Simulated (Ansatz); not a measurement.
Structure relaxation of Te

All numbers below come from DFT PBE, scalar-relativistic, plane waves, PAW in Ansatz. Cutoff 420 eV, Γ-centred k mesh, Gaussian smearing, no spin polarisation in the final step.

The start puts Te on the sites of a reported Si cell (Ia-3, No. 206), at a guessed volume.

```yaml
crystal:
  lattice:
    - [-4.19309, 4.19309, 4.19309]
    - [4.19309, -4.19309, 4.19309]
    - [4.19309, 4.19309, -4.19309]
  atoms:
    - { symbol: Te, position: [0.20600, 0.20600, 0.20600] }
    - { symbol: Te, position: [0.50000, 0.00000, 0.29400] }
    - { symbol: Te, position: [0.29400, 0.50000, 0.00000] }
    - { symbol: Te, position: [0.00000, 0.29400, 0.50000] }
    - { symbol: Te, position: [0.79400, 0.79400, 0.79400] }
    - { symbol: Te, position: [0.50000, 0.00000, 0.70600] }
    - { symbol: Te, position: [0.70600, 0.50000, 0.00000] }
    - { symbol: Te, position: [0.00000, 0.70600, 0.50000] }
```

Cell and atoms relax at zero pressure; the relaxation can't lower the symmetry of the start. After a coarse first stage the cell is made exact in the group found at 0.06 Å.

Energies count from the standard state of Te at the same level.

**Question.** What does it relax into?

**Answer.** It ends in Ia-3d (No. 230). Conventional cell: a = 8.506 Å. Around Te lie 3 Te at 3.01 Å and 2 Te at 3.68 Å.

```
Te
1.0
    -4.25300    4.25300    4.25300
     4.25300   -4.25300    4.25300
     4.25300    4.25300   -4.25300
Te
8
Direct
  0.25000 0.25000 0.25000
  0.50000 0.00000 0.25000
  0.25000 0.50000 0.00000
  0.00000 0.25000 0.50000
  0.75000 0.75000 0.75000
  0.50000 0.00000 0.75000
  0.75000 0.50000 0.00000
  0.00000 0.75000 0.50000
```

**Question.** What are its volume, energy, density and gap?

**Answer.** The volume per atom is 38.46 Å³, the density is 5.51 g/cm³ and the energy over the standard structure is 0.29 eV/atom. The gap on the 6×6×6 mesh is 0 eV (a metal).

The final run used a 6×6×6 mesh on its 8-atom cell and 0.10 eV smearing. The k mesh leaves about 4 meV/atom of noise in metals. Spin–orbit coupling is left out. A structure relaxed within its symmetry needn't be a true minimum.